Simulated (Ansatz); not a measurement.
input.yaml

```yaml
crystal:
  lattice:
    - [-3.248897, 3.41447, 3.414021]
    - [3.248897, -3.41447, 3.414021]
    - [3.248897, 3.41447, -3.414021]
  atoms:
    - { symbol: Sn, position: [0.996401, 0.246401, 0.75] }
    - { symbol: Sn, position: [0.003599, 0.753599, 0.25] }
    - { symbol: Sn, position: [0.5, 0.5, 0.5] }
    - { symbol: Sn, position: [0.5, 0.0, 0.0] }
    - { symbol: O, position: [0.193504, 0.196226, 0.502722] }
    - { symbol: O, position: [0.697565, 0.75406, 0.943505] }
    - { symbol: O, position: [0.193504, 0.690782, 0.997278] }
    - { symbol: O, position: [0.310555, 0.75406, 0.556495] }
    - { symbol: O, position: [0.689445, 0.24594, 0.443505] }
    - { symbol: O, position: [0.302435, 0.24594, 0.056495] }
    - { symbol: O, position: [0.806496, 0.309218, 0.002722] }
    - { symbol: O, position: [0.806496, 0.803774, 0.497278] }
basis:
  ecutwfc: 420
kpoints:
  mp_grid: { grid: [6, 6, 6] }
hamiltonian:
  xc: pbe
scf:
  occupations: { method: gaussian, width: 0.02 }
output:
  forces: true
  stress: true
  eigenvalues: true
  write_density: true
  write_potential: true
  elf: true
  volumetric_format: npy
relax:
  adjacent_minimum: "off"
  f_tol: 0.005
  max_steps: 80
  cell: { stress_tol: 0.05 }
```

Launched with
```bash
ansatz run input.yaml --threads 2 --pin off --max-ram 5120MiB --backend cpu --events-out ev --progress --plain --runs-dir out
```

All numbers below come from DFT PBE, scalar-relativistic, plane waves, PAW in Ansatz.

Abridged output (iterations and final results):

```
SCF iter   1: F=—  HF=-28635.929532 eV  |F-HF|=—  |Δ(HF+E_count)|=         —  Δρ=1.39e-3  dr2=1.46e-3  ethr=1.77e-3  ⟨swp⟩=6.2  Hψ=11703  notcnv=0  defer=21
SCF iter   2: F=—  HF=-28635.931679 eV  |F-HF|=—  |Δ(HF+E_count)|=   2.15e-3  Δρ=6.72e-4  dr2=2.91e-4  ethr=1.41e-6  ⟨swp⟩=2.6  Hψ=6114  notcnv=0  defer=227
SCF iter   3: F=—  HF=-28635.932110 eV  |F-HF|=—  |Δ(HF+E_count)|=   4.31e-4  Δρ=3.28e-4  dr2=8.77e-5  ethr=2.80e-7  ⟨swp⟩=2.4  Hψ=4353  notcnv=0  defer=227
SCF iter   4: F=—  HF=-28635.932324 eV  |F-HF|=—  |Δ(HF+E_count)|=   2.14e-4  Δρ=5.51e-5  dr2=4.96e-6  ethr=8.43e-8  ⟨swp⟩=2.0  Hψ=3892  notcnv=0  defer=227
SCF iter   5: F=—  HF=-28635.932327 eV  |F-HF|=—  |Δ(HF+E_count)|=   2.84e-6  Δρ=1.38e-5  dr2=1.99e-7  ethr=4.77e-9  ⟨swp⟩=2.0  Hψ=4840  notcnv=0  defer=227
SCF iter   6: F=—  HF=-28635.932327 eV  |F-HF|=—  |Δ(HF+E_count)|=   3.04e-7  Δρ=9.60e-6  dr2=1.12e-7  ethr=9.62e-11  ⟨swp⟩=16.5  Hψ=22945  notcnv=0
SCF iter   7: F=-28635.932327 eV  HF=-28635.932327 eV  |F-HF|=1.98e-8  |Δ(HF+E_count)|=   3.68e-9  Δρ=4.80e-6  dr2=2.93e-8  ethr=9.62e-11  ⟨swp⟩=9.1  Hψ=18061  notcnv=0
SCF 1 converged in 7 iterations: F = -28635.932327 eV  dr2 = 2.93e-8
relax step   1: F+E_penalty+E_count = -28635.93232703 eV  Δ(F+E_penalty+E_count) = +0.000e0 eV  max|allowed force component| = 5.899e-2 eV/Å  Δτ_max = 0.0000 Å  P = -0.817 GPa  Ω = 151.491 Å³  (7 SCF iters, dr2 threshold 1.00e-7 eV, accepted)
Crystal: 12 atoms, lattice volume = 150.909 Å³
Initial density: handed on by an earlier stage of this run
Initial wavefunctions: those handed on with the density
SCF iter   1: F=—  HF=-28635.940818 eV  |F-HF|=—  |Δ(HF+E_count)|=         —  Δρ=2.34e-3  dr2=3.08e-3  ethr=2.97e-6  ⟨swp⟩=3.9  Hψ=12505  notcnv=0  defer=1
SCF iter   2: F=—  HF=-28635.940134 eV  |F-HF|=—  |Δ(HF+E_count)|=   6.83e-4  Δρ=1.08e-3  dr2=5.56e-4  ethr=2.96e-6  ⟨swp⟩=2.5  Hψ=5547  notcnv=0
SCF iter   3: F=—  HF=-28635.940163 eV  |F-HF|=—  |Δ(HF+E_count)|=   2.87e-5  Δρ=2.99e-4  dr2=7.89e-5  ethr=5.34e-7  ⟨swp⟩=2.1  Hψ=3903  notcnv=0
SCF iter   4: F=—  HF=-28635.940163 eV  |F-HF|=—  |Δ(HF+E_count)|=   3.10e-7  Δρ=6.91e-5  dr2=6.50e-6  ethr=7.59e-8  ⟨swp⟩=2.0  Hψ=3962  notcnv=0
SCF iter   5: F=-28635.940164 eV  HF=-28635.940164 eV  |F-HF|=1.11e-7  |Δ(HF+E_count)|=   1.34e-6  Δρ=2.22e-5  dr2=5.30e-7  ethr=1.15e-9  ⟨swp⟩=14.1  Hψ=25024  notcnv=0
SCF 2 converged in 5 iterations: F = -28635.940164 eV  dr2 = 5.30e-7
relax step   2: F+E_penalty+E_count = -28635.94016411 eV  Δ(F+E_penalty+E_count) = -7.837e-3 eV  max|allowed force component| = 4.256e-2 eV/Å  Δτ_max = 0.0122 Å  P = -0.007 GPa  Ω = 150.909 Å³  energy of the carried Pulay correction = +2.932e-3 eV  (5 SCF iters, dr2 threshold 1.20e-6 eV, accepted)
Crystal: 12 atoms, lattice volume = 150.745 Å³
Basis set: ecut = 420 eV, 2959 PW (Γ), exchange–correlation on 80×80×80 points (8 copies of the dense FFT grid, shifted against one another)
SCF iter   1: F=—  HF=-28635.942833 eV  |F-HF|=—  |Δ(HF+E_count)|=         —  Δρ=2.55e-3  dr2=3.14e-3  ethr=3.00e-6  ⟨swp⟩=4.3  Hψ=11408  notcnv=0  defer=1
SCF iter   2: F=—  HF=-28635.942210 eV  |F-HF|=—  |Δ(HF+E_count)|=   6.23e-4  Δρ=1.24e-3  dr2=7.24e-4  ethr=3.00e-6  ⟨swp⟩=2.1  Hψ=4342  notcnv=0
SCF iter   3: F=—  HF=-28635.942156 eV  |F-HF|=—  |Δ(HF+E_count)|=   5.41e-5  Δρ=1.73e-4  dr2=3.42e-5  ethr=6.96e-7  ⟨swp⟩=2.6  Hψ=4833  notcnv=0
SCF iter   4: F=—  HF=-28635.942235 eV  |F-HF|=—  |Δ(HF+E_count)|=   7.96e-5  Δρ=5.99e-5  dr2=4.07e-6  ethr=3.29e-8  ⟨swp⟩=2.0  Hψ=4014  notcnv=0
SCF iter   5: F=—  HF=-28635.942236 eV  |F-HF|=—  |Δ(HF+E_count)|=   2.33e-7  Δρ=2.79e-5  dr2=8.70e-7  ethr=3.91e-9  ⟨swp⟩=2.1  Hψ=4301  notcnv=0
SCF iter   6: F=-28635.942236 eV  HF=-28635.942236 eV  |F-HF|=1.51e-8  |Δ(HF+E_count)|=   1.14e-8  Δρ=7.72e-6  dr2=6.85e-8  ethr=1.09e-10  ⟨swp⟩=11.0  Hψ=22477  notcnv=0
SCF 3 converged in 6 iterations: F = -28635.942236 eV  dr2 = 6.85e-8
relax step   3: F+E_penalty+E_count = -28635.94223573 eV  Δ(F+E_penalty+E_count) = -2.072e-3 eV  max|allowed force component| = 2.346e-2 eV/Å  Δτ_max = 0.0145 Å  P = +0.223 GPa  Ω = 150.745 Å³  energy of the carried Pulay correction = +3.759e-3 eV  (6 SCF iters, dr2 threshold 1.13e-7 eV, accepted)
Crystal: 12 atoms, lattice volume = 150.921 Å³
SCF iter   1: F=—  HF=-28635.941760 eV  |F-HF|=—  |Δ(HF+E_count)|=         —  Δρ=5.40e-4  dr2=2.30e-4  ethr=2.14e-7  ⟨swp⟩=3.6  Hψ=11646  notcnv=0
SCF iter   2: F=—  HF=-28635.941760 eV  |F-HF|=—  |Δ(HF+E_count)|=   8.73e-7  Δρ=2.28e-4  dr2=3.50e-5  ethr=2.14e-7  ⟨swp⟩=3.0  Hψ=5693  notcnv=0
SCF iter   3: F=—  HF=-28635.941754 eV  |F-HF|=—  |Δ(HF+E_count)|=   6.00e-6  Δρ=6.19e-5  dr2=4.36e-6  ethr=3.36e-8  ⟨swp⟩=2.0  Hψ=3880  notcnv=0
SCF iter   4: F=—  HF=-28635.941754 eV  |F-HF|=—  |Δ(HF+E_count)|=   3.27e-7  Δρ=2.15e-5  dr2=6.24e-7  ethr=4.19e-9  ⟨swp⟩=2.2  Hψ=4768  notcnv=0
SCF iter   5: F=-28635.941754 eV  HF=-28635.941754 eV  |F-HF|=2.02e-8  |Δ(HF+E_count)|=   1.12e-7  Δρ=7.58e-6  dr2=7.81e-8  ethr=2.34e-10  ⟨swp⟩=13.6  Hψ=22522  notcnv=0
SCF 4 converged in 5 iterations: F = -28635.941754 eV  dr2 = 7.81e-8
relax step   4: F+E_penalty+E_count = -28635.94175403 eV  Δ(F+E_penalty+E_count) = +4.817e-4 eV  max|allowed force component| = 2.833e-3 eV/Å  Δτ_max = 0.0032 Å  P = +0.017 GPa  Ω = 150.921 Å³  energy of the carried Pulay correction = +2.867e-3 eV  (5 SCF iters, dr2 threshold 2.43e-7 eV, accepted)
Initial wavefunctions: pseudopotential atomic-orbital guess (no wavefunctions were taken with the density)
SCF iter   1: F=—  HF=-28635.938807 eV  |F-HF|=—  |Δ(HF+E_count)|=         —  Δρ=3.67e-5  dr2=3.82e-7  ethr=7.40e-8  ⟨swp⟩=3.7  Hψ=20778  notcnv=0
SCF iter   2: F=—  HF=-28635.938879 eV  |F-HF|=—  |Δ(HF+E_count)|=   7.17e-5  Δρ=1.76e-5  dr2=1.09e-7  ethr=3.68e-10  ⟨swp⟩=2.7  Hψ=5494  notcnv=0
SCF iter   3: F=—  HF=-28635.938879 eV  |F-HF|=—  |Δ(HF+E_count)|=   1.24e-7  Δρ=8.36e-6  dr2=2.03e-8  ethr=1.04e-10  ⟨swp⟩=2.0  Hψ=3769  notcnv=0
SCF iter   4: F=—  HF=-28635.938879 eV  |F-HF|=—  |Δ(HF+E_count)|=   4.26e-8  Δρ=1.83e-6  dr2=4.49e-9  ethr=1.95e-11  ⟨swp⟩=2.0  Hψ=4416  notcnv=0
SCF iter   5: F=—  HF=-28635.938879 eV  |F-HF|=—  |Δ(HF+E_count)|=  6.98e-10  Δρ=5.33e-7  dr2=4.65e-10  ethr=4.32e-12  ⟨swp⟩=2.0  Hψ=3951  notcnv=0
SCF iter   6: F=-28635.938879 eV  HF=-28635.938879 eV  |F-HF|=0.00e0  |Δ(HF+E_count)|=  3.67e-10  Δρ=1.66e-7  dr2=3.33e-11  ethr=1.00e-12  ⟨swp⟩=7.8  Hψ=14886  notcnv=0
SCF 5 converged in 6 iterations: F = -28635.938879 eV  dr2 = 3.33e-11
Crystal: 12 atoms, lattice volume = 150.929 Å³
SCF iter   1: F=—  HF=-28635.938779 eV  |F-HF|=—  |Δ(HF+E_count)|=         —  Δρ=5.47e-5  dr2=2.17e-6  ethr=1.61e-9  ⟨swp⟩=3.1  Hψ=12328  notcnv=0
SCF iter   2: F=—  HF=-28635.938850 eV  |F-HF|=—  |Δ(HF+E_count)|=   7.12e-5  Δρ=2.89e-5  dr2=6.28e-7  ethr=1.61e-9  ⟨swp⟩=2.2  Hψ=4978  notcnv=0
SCF iter   3: F=—  HF=-28635.938850 eV  |F-HF|=—  |Δ(HF+E_count)|=   2.64e-8  Δρ=8.38e-6  dr2=7.46e-8  ethr=6.03e-10  ⟨swp⟩=2.8  Hψ=5479  notcnv=0
SCF iter   4: F=-28635.938850 eV  HF=-28635.938850 eV  |F-HF|=3.89e-10  |Δ(HF+E_count)|=   1.29e-8  Δρ=1.86e-6  dr2=4.35e-9  ethr=1.75e-11  ⟨swp⟩=11.8  Hψ=19829  notcnv=0
SCF 6 converged in 4 iterations: F = -28635.938850 eV  dr2 = 4.35e-9
relax step   6: F+E_penalty+E_count = -28635.93884998 eV  Δ(F+E_penalty+E_count) = +2.914e-5 eV  max|allowed force component| = 2.256e-4 eV/Å  Δτ_max = 0.0002 Å  P = +0.000 GPa  Ω = 150.929 Å³  energy of the carried Pulay correction = -4.831e-5 eV  (4 SCF iters, dr2 threshold 1.82e-8 eV, accepted)
SCF iter   1: F=—  HF=-28635.938810 eV  |F-HF|=—  |Δ(HF+E_count)|=         —  Δρ=5.10e-6  dr2=1.42e-8  ethr=7.15e-8  ⟨swp⟩=3.9  Hψ=20749  notcnv=0
SCF iter   2: F=—  HF=-28635.938881 eV  |F-HF|=—  |Δ(HF+E_count)|=   7.12e-5  Δρ=2.74e-6  dr2=5.07e-9  ethr=1.37e-11  ⟨swp⟩=3.8  Hψ=7735  notcnv=0
SCF iter   3: F=—  HF=-28635.938881 eV  |F-HF|=—  |Δ(HF+E_count)|=   1.65e-9  Δρ=1.46e-6  dr2=1.09e-9  ethr=4.88e-12  ⟨swp⟩=2.0  Hψ=3803  notcnv=0
SCF iter   4: F=—  HF=-28635.938881 eV  |F-HF|=—  |Δ(HF+E_count)|=   2.28e-9  Δρ=4.32e-7  dr2=1.91e-10  ethr=1.05e-12  ⟨swp⟩=2.0  Hψ=4541  notcnv=0
SCF iter   5: F=-28635.938881 eV  HF=-28635.938881 eV  |F-HF|=2.91e-11  |Δ(HF+E_count)|=  1.46e-11  Δρ=2.45e-7  dr2=6.58e-11  ethr=1.00e-12  ⟨swp⟩=8.2  Hψ=14747  notcnv=0
SCF 7 converged in 5 iterations: F = -28635.938881 eV  dr2 = 6.58e-11
SCF converged after 5 iterations
Free energy (F): -28635.938881 eV
Harris-Foulkes:  -28635.938881 eV  (|F-HF|=2.91e-11)
Internal energy: -28635.938881 eV  (E = F + TS)
E sigma→0 (E₀):  -28635.938881 eV
Fermi energy:    9.081486 eV
--- Per-component energies (eV) ---
  E_band       = -309.481528
  E_kinetic    = 2155.971847
  E_local      = -5927.165676  (includes V_loc(G=0)·N_el)
  E_nonlocal   = 267.671710
  E_hartree    = 3047.911618
  E_xc         = -2106.477920
  E_vxc        = -1123.305915  (∫ρ·V_xc dr)
  E_paw        = -17856.700107  (= ΣΔE_a)
  E_vpaw       = -1778.496635  (= ΣTr[D̂ρ^β])
  E_aug_tail   = 0.019727  (compensation charges beyond the density's cutoff)
  E_ewald      = -8217.170080
  E_smearing   =  0.000000  (= −TS)
--- Forces (eV/Å), atoms counted from 1 ---
  atom   1  Sn     0.00000000     0.00000000    -0.00000496
  atom   2  Sn     0.00000000     0.00000000     0.00000496
  atom   3  Sn     0.00000000     0.00000000     0.00000000
  atom   4  Sn     0.00000000     0.00000000     0.00000000
  atom   5  O      0.00002057     0.00000000     0.00013490
  atom   6  O      0.00000000    -0.00027266    -0.00004133
  atom   7  O     -0.00002057     0.00000000     0.00013490
  atom   8  O      0.00000000     0.00027266    -0.00004133
  atom   9  O      0.00000000    -0.00027266     0.00004133
  atom  10  O      0.00000000     0.00027266     0.00004133
  atom  11  O      0.00002057     0.00000000    -0.00013490
  atom  12  O     -0.00002057     0.00000000    -0.00013490
--- Stress (GPa, compression-positive) ---
       -0.004963       0.000000       0.000000
        0.000000       0.005702       0.000000
        0.000000       0.000000       0.002470
  P = ⅓ Tr σ = 0.0011 GPa (0.011 kbar)
--- Band table (eV; the first three rows and the last of 46) ---
  k-point 0: bands = ["-12.2977", "-12.0912", "-12.0911", "-11.6688", "-11.6688", "-11.6400", "-11.4400", "-11.4141", "-11.4140", "-11.3413", "-11.3150", "-11.3077", "-11.3076", "-11.2601", "-11.2600", "-11.2461", "-11.2173", "-11.2172", "-11.2141", "-11.2140", "-9.9093", "-8.1986", "-8.1985", "-8.1971", "-8.1970", "-6.9852", "-6.9850", "-6.6819", "0.7837", "1.0076", "1.0076", "3.9723", "3.9724", "4.8498", "4.8498", "4.9716", "5.8407", "6.2358", "6.2360", "6.3164", "6.3164", "6.7620", "6.7744", "7.4918", "7.4919", "7.8271", "7.8272", "7.9637", "7.9638", "8.0055", "8.0055", "8.7414", "9.4216", "13.1050", "13.1052", "14.4455", "14.8204", "14.8204", "17.3674", "17.3676", "18.8829", "18.9669", " ...
  k-point 1: bands = ["-12.2507", "-12.1060", "-12.0539", "-11.6901", "-11.6324", "-11.6154", "-11.4753", "-11.4699", "-11.4261", "-11.3510", "-11.3102", "-11.3038", "-11.3029", "-11.2616", "-11.2601", "-11.2481", "-11.2372", "-11.2356", "-11.2229", "-11.2221", "-9.8291", "-8.3221", "-8.2050", "-8.1238", "-8.1104", "-7.0646", "-6.9845", "-6.7445", "0.8759", "1.1678", "1.2604", "4.1520", "4.1555", "4.5804", "4.9130", "5.0515", "5.2453", "5.9461", "6.1204", "6.1260", "6.2543", "6.8415", "7.0598", "7.2265", "7.2780", "7.7763", "7.7931", "7.8355", "7.9307", "7.9649", "8.0228", "8.6387", "10.2466", "13.2440", "13.3210", "14.4547", "15.1977", "15.2022", "17.2191", "17.5264", "18.3281", "18.9626",  ...
  k-point 2: bands = ["-12.1330", "-12.0942", "-11.9478", "-11.7575", "-11.7209", "-11.6138", "-11.5290", "-11.5212", "-11.3940", "-11.3500", "-11.3077", "-11.2980", "-11.2902", "-11.2862", "-11.2671", "-11.2669", "-11.2587", "-11.2539", "-11.2400", "-11.2396", "-9.5783", "-8.6937", "-8.1603", "-8.0183", "-7.8788", "-7.2806", "-6.9657", "-6.8689", "1.1597", "1.4939", "1.9381", "3.8423", "4.3514", "4.6550", "4.6672", "4.9712", "5.1121", "5.3050", "5.8166", "6.0035", "6.1071", "6.5130", "6.8199", "7.2035", "7.4807", "7.4926", "7.6549", "7.7444", "7.9049", "7.9967", "8.0846", "8.4458", "11.5846", "13.3309", "13.8610", "14.5106", "16.0695", "16.1158", "17.0197", "17.6751", "17.8066", "18.1890",  ...
  k-point 45: bands = ["-12.0811", "-12.0811", "-12.0574", "-12.0573", "-11.6551", "-11.6551", "-11.4170", "-11.4169", "-11.4160", "-11.4159", "-11.3059", "-11.3058", "-11.2748", "-11.2747", "-11.2649", "-11.2648", "-11.2224", "-11.2223", "-11.2132", "-11.2131", "-8.3468", "-8.3468", "-8.3021", "-8.3019", "-8.3012", "-8.3010", "-6.9154", "-6.9152", "1.7074", "1.7075", "3.2304", "3.2306", "4.6778", "4.6779", "5.0070", "5.0071", "5.0451", "5.0451", "5.8427", "5.8428", "6.1754", "6.1755", "6.8765", "6.8765", "7.2199", "7.2199", "7.4212", "7.4213", "7.5622", "7.5624", "7.8898", "7.8899", "13.0242", "13.0244", "14.3398", "14.3400", "15.9055", "15.9055", "18.1143", "18.1144", "19.0606", "19.0607", ...
--- Relaxed structure (5 steps of the walk, 5 accepted, 2 SCFs on fresh bases) ---
  F+E_penalty+E_count = -28635.93888085 eV   max|allowed force component| = 2.727e-4 eV/Å   (the final SCF, on the basis selected at the relaxed cell)
  cell:  # Å, volume = 150.9288 Å³
    - [-3.23826420, 3.41348549, 3.41351389]
    - [3.23826420, -3.41348549, 3.41351389]
    - [3.23826420, 3.41348549, -3.41351389]
  atoms:
    - { symbol: Sn, position: [0.99999932, 0.24999932, 0.75000000] }
    - { symbol: Sn, position: [6.79247907e-7, 0.75000067, 0.25] }
    - { symbol: Sn, position: [0.5, 0.5, 0.5] }
    - { symbol: Sn, position: [0.5, 0.0, 0.0] }
    - { symbol: O, position: [0.19342049, 0.19342108, 0.50000059] }
    - { symbol: O, position: [0.69342446, 0.75000210, 0.94342236] }
    - { symbol: O, position: [0.19342049, 0.69341990, 0.99999940] }
    - { symbol: O, position: [0.30657974, 0.75000210, 0.55657763] }
    - { symbol: O, position: [0.69342025, 0.24999789, 0.44342236] }
    - { symbol: O, position: [0.30657553, 0.24999789, 0.05657763] }
    - { symbol: O, position: [0.80657950, 0.30658009, 5.91908499e-7] }
    - { symbol: O, position: [0.80657950, 0.80657891, 0.49999940] }
```

The relaxation met its thresholds.

The run took 120 s on 2 threads of Arm Neoverse V1 (shared host), peak memory 0.65 GiB.